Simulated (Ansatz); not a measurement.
# C, before and after

A trial structure of C was built thus: 3-, 4-connected net of one element (Cmme, No. 67). Its size is a rough estimate.

start.cif

```cif
data_structure
_symmetry_space_group_name_H-M 'Cmme'
_symmetry_Int_Tables_number 67
_cell_length_a 4.2823
_cell_length_b 4.8253
_cell_length_c 4.2442
_cell_angle_alpha 90.000
_cell_angle_beta 90.000
_cell_angle_gamma 90.000
_cell_volume 87.70
loop_
_atom_site_label
_atom_site_type_symbol
_atom_site_symmetry_multiplicity
_atom_site_Wyckoff_symbol
_atom_site_fract_x
_atom_site_fract_y
_atom_site_fract_z
_atom_site_occupancy
C1 C 8 l 0.75000 0.00000 0.82809 1
C2 C 8 n 0.67038 0.75000 0.34692 1
```

These are results of DFT PBE, scalar-relativistic, plane waves, PAW in Ansatz 0.2.0, not measurements. Cutoff 420 eV, Gaussian smearing, Γ-centred meshes. Cell and atoms relax first on a coarse mesh and then on a finer one. In between, the cell is made exact in the group found at 0.06 Å. In metals the finer mesh still leaves noise of several meV/atom or more. The steps can't lower the symmetry of their start. No spin polarisation in the relaxation; trial moments died out in a coarse test.

end.cif

```cif
data_structure
_symmetry_space_group_name_H-M 'P6/mmm'
_symmetry_Int_Tables_number 191
_cell_length_a 2.4665
_cell_length_b 2.4665
_cell_length_c 4.4239
_cell_angle_alpha 90.000
_cell_angle_beta 90.000
_cell_angle_gamma 120.000
_cell_volume 23.31
loop_
_atom_site_label
_atom_site_type_symbol
_atom_site_symmetry_multiplicity
_atom_site_Wyckoff_symbol
_atom_site_fract_x
_atom_site_fract_y
_atom_site_fract_z
_atom_site_occupancy
C1 C 2 d 0.33333 0.66667 0.50000 1
```

The symmetry goes from Cmme (No. 67) to P6/mmm (No. 191), and the primitive cell from 8 to 2 atoms. The volume per atom grows by 112.6 %, from 5.5 to 11.7 Å³. The shortest distance goes from 1.46 Å (C–C) to 1.42 Å (C–C). The energy falls by about 0.92 eV/atom (the start's value is from the coarse mesh). The end is written in a standard setting, so origin, axes and order of atoms can differ from the start's.

| Item | Value |
| --- | --- |
| Volume per atom | 11.7 Å³ |
| Density | 1.7 g/cm³ |
| Energy over the standard state | 0.00 eV/atom |
| Gap on the 24×24×12 mesh of the 2-atom cell | 0 eV (the bands overlap slightly) |

Energies count from the standard state of C at the same level. It is level with the standard state within the noise.

The last run used Gaussian smearing of 0.10 eV. No dispersion correction is applied, so the spacing and binding between layers, chains or molecules are poorly described. The zero gap may come from the functional, which often closes small gaps, or the cell may be a true semimetal. The reference form of C is held partly by dispersion forces, which this level lacks. Symmetry constrained the relaxation, so the result can be a saddle point. In all, the 4 runs took 4 min on 1 thread of Arm Neoverse V1, with other jobs on the host.
